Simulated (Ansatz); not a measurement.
# MgSi (Cmcm) in Ansatz: convergence with scf convergence dr2 threshold

Aim: find how far scf convergence dr2 threshold must go before the results for MgSi settle, at PBEsol. This setting moves, with any that are tied to it; all else stays.

Everything below comes from runs of Ansatz 0.2.0. Logs are shortened: lines on timing, memory, paths and dates and some standing lists are left out, and cuts for length are marked.

## (1) Starting point

Symmetry: Cmcm, No. 63, orthorhombic system. The conventional cell has a = 3.005 Å, b = 10.852 Å, c = 4.340 Å, α = 90.00°, β = 90.00°, γ = 90.00°. Around Si (site symmetry m2m) lie 4 Si at 2.66 to 3.01 Å and 7 Mg at 2.83 to 3.00 Å. Around Mg (site symmetry m2m) lie 7 Si at 2.83 to 3.00 Å and 6 Mg at 3.01 to 3.18 Å.

The cell comes from a database or a generator and needn't be the stable form of this composition.

## (2) With scf convergence dr2 threshold 0.01

Contents of input.yaml:

```yaml
crystal:
  lattice:
    - [1.502512, -5.426016, 0.0]
    - [1.502512, 5.426016, 0.0]
    - [0.0, 0.0, 4.340178]
  atoms:
    - { symbol: Si, position: [0.570638, 0.429362, 0.75] }
    - { symbol: Si, position: [0.429362, 0.570638, 0.25] }
    - { symbol: Mg, position: [0.168381, 0.831619, 0.25] }
    - { symbol: Mg, position: [0.831619, 0.168381, 0.75] }
hamiltonian:
  xc: pbesol
  pseudopotentials: { kind: paw }
kpoints:
  mp_grid: { grid: [8, 8, 5] }
scf:
  occupations: { method: fermi_dirac, width: 0.1 }
  convergence: { dr2_threshold: 0.01 }
output:
  forces: true
  stress: true
  eigenvalues: true
```

Potentials or basis: Ansatz PAW.

Launch:

```console
> ansatz run input.yaml --threads 2 --pin off --max-ram 5632MiB --backend cpu --events-out ev --progress --plain --runs-dir out
```

Output:

```text
Warning: scf.convergence.dr2_threshold = 1e-2 eV is looser than this run's default, which is 1e-7 eV or tighter. The error in the forces grows as the threshold's square root, so leave the key out unless less accurate forces are enough
Warning: output.stress: scf.convergence.dr2_threshold = 1e-2 eV is looser than the 4e-10 eV advised for a printed stress (1e-10 eV for each atom of the cell: 4). What an SCF threshold leaves in a stress goes as its square root, and in the free energy as the threshold itself, and one threshold admits the most on a small cell: of the crystals measured, under no hybrid functional and no lock of the moments, on runs that ended without the residual-converged pass, on stresses that held no estimate of that error, the worst erred by over 100 MPa in a component at 1e-7 eV an atom and by under 5 at 1e-10. Set scf.convergence.dr2_threshold to 4e-10 eV or tighter. The threshold is an SCF's pass mark: one that does not reach it within its budget of iterations ends unconverged, or closes short of it on a stop that the run arms, and scf.convergence.dr2_threshold's page says what that costs each kind of run
Warning: RAYON_NUM_THREADS=2 ignored (pool sized by the plan → 2); use --threads N
Engine: ansatz 0.2.0, x86_64-unknown-linux-gnu
Pseudopotentials: kind: paw
Pseudopotential: Si, paw, valence charge 4, recommended cutoff 420 eV (normal), Si.paw.azcp
Pseudopotential: Mg, paw, valence charge 10, recommended cutoff 420 eV (normal), Mg.paw.azcp
Functional definition: PBEsol
  exchange = pbesol_x
  correlation = pbesol_c
Crystal: 4 atoms, lattice volume = 70.768 Å³
Basis set: ecut = 420 eV, 1373 PW (Γ), exchange–correlation on 80×80×60 points (8 copies of the dense FFT grid, shifted against one another)
Bands: 18, of which v1, the nominal top of the filled ones, is band 14 counted from 1 (13 counted from 0)
Symmetry: 8 space group operations
Space group: Cmcm (ITA 63), of the structure as read, at distance tolerance 4.1e-5 Å
k-points: 63 of 320
Non-local potential: Si, projectors of the file, l = 0: 2, l = 1: 2, l = 2: 2
Non-local potential: Mg, projectors of the file, l = 0: 3, l = 1: 2, l = 2: 1
PAW form: soft (Blöchl's): semilocal exchange-correlation on the pseudo side does not see the compensation charge
PAW frozen core: Si, regenerated for the run's functional, and the local potential with it (the file was generated under x = pbe(κ = 0.804, μ = 0.2195149727645171), c = pbe(β = 0.06672455060314922))
PAW frozen core: Mg, regenerated for the run's functional, and the local potential with it (the file was generated under x = pbe(κ = 0.804, μ = 0.2195149727645171), c = pbe(β = 0.06672455060314922))
PAW one-centre angular grid: Si, 110 points (default); XC on 64 Gauss nodes
PAW one-centre angular grid: Mg, 110 points (default); XC on 64 Gauss nodes
Initial density: superposition of atomic densities (neutral atoms: chi_scale 0, normalization atom), corrected by the library's trained network
Initial wavefunctions: pseudopotential atomic-orbital guess
Functional: x = pbesol(κ = 0.804, μ = 0.12345679012345678), c = pbesol(β = 0.046)
SCF iter   1: F=—  HF=-5066.854634 eV  |F-HF|=—  |Δ(HF+E_count)|=         —  Δρ=2.04e-3  dr2=6.90e-3  ethr=1.77e-3  ⟨swp⟩=5.3  Hψ=5716  notcnv=0
preconditioner: auto → Kerker (q_TF=auto, 2.338 Å⁻¹)  [metal: Δε(μ)=0.024 eV  Ē_g=6.953 eV  σ=0.100 eV  W_gap=0.06  n_scr=14 (ndim 8)  ℏωp=15.3 eV  f_vac=0.000  D(μ)=2.02/eV (n_scr^D=12)]
iter 2 did not close the SCF: its close was put off for the readings that it lacked (scf_convergence_deferred on its scf_iter line)
SCF iter   2: F=-5066.850862 eV  HF=-5066.853009 eV  |F-HF|=2.15e-3  |Δ(HF+E_count)|=   1.62e-3  Δρ=1.22e-3  dr2=2.72e-3  ethr=2.46e-5  ⟨swp⟩=1.0  Hψ=1638  notcnv=0
iter 3 did not close the SCF: its close was put off for the readings that it lacked (scf_convergence_deferred on its scf_iter line)
SCF iter   3: F=-5066.852365 eV  HF=-5066.852437 eV  |F-HF|=7.18e-5  |Δ(HF+E_count)|=   5.72e-4  Δρ=3.25e-4  dr2=5.57e-5  ethr=9.71e-6  ⟨swp⟩=3.0  Hψ=2067  notcnv=0
iter 4 did not close the SCF: its close was put off for the readings that it lacked (scf_convergence_deferred on its scf_iter line)
SCF iter   4: F=-5066.852365 eV  HF=-5066.852457 eV  |F-HF|=9.19e-5  |Δ(HF+E_count)|=   1.95e-5  Δρ=3.93e-4  dr2=3.20e-5  ethr=1.99e-7  ⟨swp⟩=2.0  Hψ=2023  notcnv=0
iter 5 did not close the SCF: its close was put off for the readings that it lacked (scf_convergence_deferred on its scf_iter line)
SCF iter   5: F=-5066.852398 eV  HF=-5066.852398 eV  |F-HF|=4.07e-7  |Δ(HF+E_count)|=   5.85e-5  Δρ=3.70e-5  dr2=6.78e-7  ethr=1.14e-7  ⟨swp⟩=2.0  Hψ=1854  notcnv=0
SCF iter   6: F=-5066.852398 eV  HF=-5066.852398 eV  |F-HF|=6.96e-10  |Δ(HF+E_count)|=   2.84e-7  Δρ=2.83e-6  dr2=5.85e-9  ethr=2.42e-9  ⟨swp⟩=1.6  Hψ=3818  notcnv=0
SCF 1 converged in 6 iterations: F = -5066.852398 eV  dr2 = 5.85e-9
SCF converged after 6 iterations
Free energy (F): -5066.852398 eV
Harris-Foulkes:  -5066.852398 eV  (|F-HF|=6.96e-10)
Internal energy: -5066.788167 eV  (E = F + TS)
E sigma→0 (E₀):  -5066.820282 eV
Entropy (-TS):   -0.064231 eV (-16.058 meV/atom)
Fermi energy:    8.168983 eV
--- Per-component energies (eV) ---
  E_band       = -642.901613
  E_kinetic    = 230.789570
  E_local      = -3326.117633  (includes V_loc(G=0)·N_el)
  E_nonlocal   = 243.810174
  E_hartree    = 1217.236065
  E_xc         = -167.315811
  E_vxc        = -168.758455  (∫ρ·V_xc dr)
  E_paw        = -1559.056443  (= ΣΔE_a)
  E_vpaw       = -57.096631  (= ΣTr[D̂ρ^β])
  E_aug_tail   = 0.000007  (compensation charges beyond the density's cutoff)
  E_ewald      = -1706.314940
  E_core_change = 0.180846  (= ΣΔE_core)
  E_smearing   = -0.064231  (= −TS)
  E_closure    = 0.000000  (closes the sum)
  Σ components = -5066.852398   (vs F -5066.852398, Δ=0.00e0)
--- Forces (eV/Å), atoms counted from 1 ---
  atom   1  Si     0.00000000     0.03557467     0.00000000
  atom   2  Si     0.00000000    -0.03557467     0.00000000
  atom   3  Mg     0.00000000     0.11070389     0.00000000
  atom   4  Mg     0.00000000    -0.11070389     0.00000000
  max |Σ_I F_I| component: 0.00e0 eV/Å
--- Stress (GPa, compression-positive) ---
       -2.292069       0.000000       0.000000
        0.000000      -0.142298       0.000000
        0.000000       0.000000      -0.586320
  P = ⅓ Tr σ = -1.0069 GPa (-10.069 kbar)
--- Band table (eV; the first three rows and the last of 63) ---
  k-point 0: bands = ["-67.5799", "-67.5777", "-34.5272", "-34.5264", "-34.5179", "-34.5172", "-34.5116", "-34.5111", "-3.3259", "1.1377", "3.0858", "4.1374", "5.7147", "8.8319", "10.2367", "10.5201", "10.7934", "11.5009"]
  k-point 1: bands = ["-67.5796", "-67.5779", "-34.5276", "-34.5274", "-34.5166", "-34.5165", "-34.5122", "-34.5114", "-3.0291", "0.6847", "3.0827", "3.3642", "6.9581", "7.7471", "8.3592", "11.7303", "12.4837", "13.6644"]
  k-point 2: bands = ["-67.5791", "-67.5785", "-34.5285", "-34.5284", "-34.5152", "-34.5142", "-34.5135", "-34.5124", "-2.1547", "-0.7805", "3.3931", "4.0038", "5.2659", "6.0086", "11.6130", "12.3773", "13.2372", "14.7889"]
  k-point 62: bands = ["-67.5791", "-67.5785", "-34.5288", "-34.5285", "-34.5152", "-34.5139", "-34.5135", "-34.5121", "-1.8044", "-0.6489", "1.5413", "2.6827", "9.1515", "9.7858", "10.5648", "11.3100", "12.2224", "12.3261"]
```

Run time: 1.4 s. Hardware: 2 threads of Intel Xeon Platinum 8488C (Sapphire Rapids), shared host; peak memory 0.43 GiB.

Results:

```yaml
Free_energy: -5066.8524 eV
Pressure: -1.0 GPa
Largest_force: 0.111 eV/Å
Band_gap_on_the_k_mesh: none (metal or under the smearing width)
```

## (3) With scf convergence dr2 threshold 0.001

input.yaml: that of step 2 with these lines changed.

```diff
@@ -17,3 +17,3 @@
   occupations: { method: fermi_dirac, width: 0.1 }
-  convergence: { dr2_threshold: 0.01 }
+  convergence: { dr2_threshold: 0.001 }
 output:
```

Potentials or basis: Ansatz PAW.

Launch:

```console
> ansatz run input.yaml --threads 2 --pin off --max-ram 5632MiB --backend cpu --events-out ev --progress --plain --runs-dir out
```

Run time: 1.4 s. Hardware: 2 threads of Intel Xeon Platinum 8488C (Sapphire Rapids), shared host; peak memory 0.43 GiB.

What came out:

| Quantity | Value |
| --- | --- |
| Free energy | -5066.8524 eV |
| Pressure | -1.0 GPa |
| Largest force | 0.111 eV/Å |
| Band gap on the k mesh | none (metal or under the smearing width) |

## (4) With scf convergence dr2 threshold 0.0001

input.yaml: that of step 3 with these lines changed.

```diff
@@ -17,3 +17,3 @@
   occupations: { method: fermi_dirac, width: 0.1 }
-  convergence: { dr2_threshold: 0.001 }
+  convergence: { dr2_threshold: 0.0001 }
 output:
```

Launch:

```console
> ansatz run input.yaml --threads 2 --pin off --max-ram 5632MiB --backend cpu --events-out ev --progress --plain --runs-dir out
```

Wall time 1.5 s (2 threads of Intel Xeon Platinum 8488C (Sapphire Rapids), shared host); peak memory 0.43 GiB.

Results:

- Free energy: -5066.8524 eV
- Pressure: -1.0 GPa
- Largest force: 0.111 eV/Å
- Band gap on the k mesh: none (metal or under the smearing width)

## (5) With scf convergence dr2 threshold 1e-05

input.yaml: that of step 4 with these lines changed.

```diff
@@ -17,3 +17,3 @@
   occupations: { method: fermi_dirac, width: 0.1 }
-  convergence: { dr2_threshold: 0.0001 }
+  convergence: { dr2_threshold: 1.0e-05 }
 output:
```

Launch:

```console
> ansatz run input.yaml --threads 2 --pin off --max-ram 5632MiB --backend cpu --events-out ev --progress --plain --runs-dir out
```

Run time: 1.4 s. Hardware: 2 threads of Intel Xeon Platinum 8488C (Sapphire Rapids), shared host; peak memory 0.44 GiB.

Results:

```
Free energy            : -5066.8524 eV
Pressure               : -1.0 GPa
Largest force          : 0.111 eV/Å
Band gap on the k mesh : none (metal or under the smearing width)
```

## (6) With scf convergence dr2 threshold 1e-06

input.yaml: that of step 5 with these lines changed.

```diff
@@ -17,3 +17,3 @@
   occupations: { method: fermi_dirac, width: 0.1 }
-  convergence: { dr2_threshold: 1.0e-05 }
+  convergence: { dr2_threshold: 1.0e-06 }
 output:
```

Potentials or basis: Ansatz PAW.

Launch:

```console
> ansatz run input.yaml --threads 2 --pin off --max-ram 5632MiB --backend cpu --events-out ev --progress --plain --runs-dir out
```

Wall time 1.5 s (2 threads of Intel Xeon Platinum 8488C (Sapphire Rapids), shared host); peak memory 0.44 GiB.

It converged, with:

* Free energy: -5066.8524 eV
* Pressure: -1.0 GPa
* Largest force: 0.111 eV/Å
* Band gap on the k mesh: none (metal or under the smearing width)

## (7) With scf convergence dr2 threshold 1e-07

input.yaml: that of step 6 with these lines changed.

```diff
@@ -17,3 +17,3 @@
   occupations: { method: fermi_dirac, width: 0.1 }
-  convergence: { dr2_threshold: 1.0e-06 }
+  convergence: { dr2_threshold: 1.0e-07 }
 output:
```

Launch:

```console
> ansatz run input.yaml --threads 2 --pin off --max-ram 5632MiB --backend cpu --events-out ev --progress --plain --runs-dir out
```

Wall time 1.4 s (2 threads of Intel Xeon Platinum 8488C (Sapphire Rapids), shared host); peak memory 0.43 GiB.

Results (log left out):

| Item | Value |
| --- | --- |
| Free energy | -5066.8524 eV |
| Pressure | -1.0 GPa |
| Largest force | 0.111 eV/Å |
| Band gap on the k mesh | none (metal or under the smearing width) |

## (8) With scf convergence dr2 threshold 1e-09

input.yaml: that of step 7 with these lines changed.

```diff
@@ -17,3 +17,3 @@
   occupations: { method: fermi_dirac, width: 0.1 }
-  convergence: { dr2_threshold: 1.0e-07 }
+  convergence: { dr2_threshold: 1.0e-09 }
 output:
```

Launch:

```console
> ansatz run input.yaml --threads 2 --pin off --max-ram 5632MiB --backend cpu --events-out ev --progress --plain --runs-dir out
```

Wall time 1.5 s (2 threads of Intel Xeon Platinum 8488C (Sapphire Rapids), shared host); peak memory 0.44 GiB.

Results (log left out):

| Item | Value |
| --- | --- |
| Free energy | -5066.8524 eV |
| Pressure | -1.0 GPa |
| Largest force | 0.111 eV/Å |
| Band gap on the k mesh | none (metal or under the smearing width) |

## (9) With scf convergence dr2 threshold 1e-11

input.yaml: that of step 8 with these lines changed.

```diff
@@ -17,3 +17,3 @@
   occupations: { method: fermi_dirac, width: 0.1 }
-  convergence: { dr2_threshold: 1.0e-09 }
+  convergence: { dr2_threshold: 1.0e-11 }
 output:
```

Potentials or basis: Ansatz PAW.

Launch:

```console
> ansatz run input.yaml --threads 2 --pin off --max-ram 5632MiB --backend cpu --events-out ev --progress --plain --runs-dir out
```

Wall time 1.6 s (2 threads of Intel Xeon Platinum 8488C (Sapphire Rapids), shared host); peak memory 0.4 GiB.

The run converged. Its results:

- Free energy: -5066.8524 eV
- Pressure: -1.0 GPa
- Largest force: 0.111 eV/Å
- Band gap on the k mesh: none (metal or under the smearing width)

## (10) The series at a glance

```csv
scf convergence dr2 threshold,"energy less the tightest run, at zero smearing (meV/atom)",SCF cycles,CPU time (s),peak memory (GiB)
0.01,0.00,6,2.7,0.43
0.001,0.00,6,2.7,0.43
0.0001,0.00,6,2.8,0.43
1e-05,0.00,6,2.7,0.44
1e-06,0.00,6,2.8,0.44
1e-07,0.00,6,2.6,0.43
1e-09,0.00,7,2.8,0.44
1e-11,0.00,8,3,0.4
```

Against the tightest run, the energy stays within 1 meV/atom from 0.01 on. The tightest run that finished is the yardstick and may itself not be fully converged.

Caveats: the PAW data sets come from PBE, with cores solved anew for the run's functional, which leaves a small shift of forces and pressure.
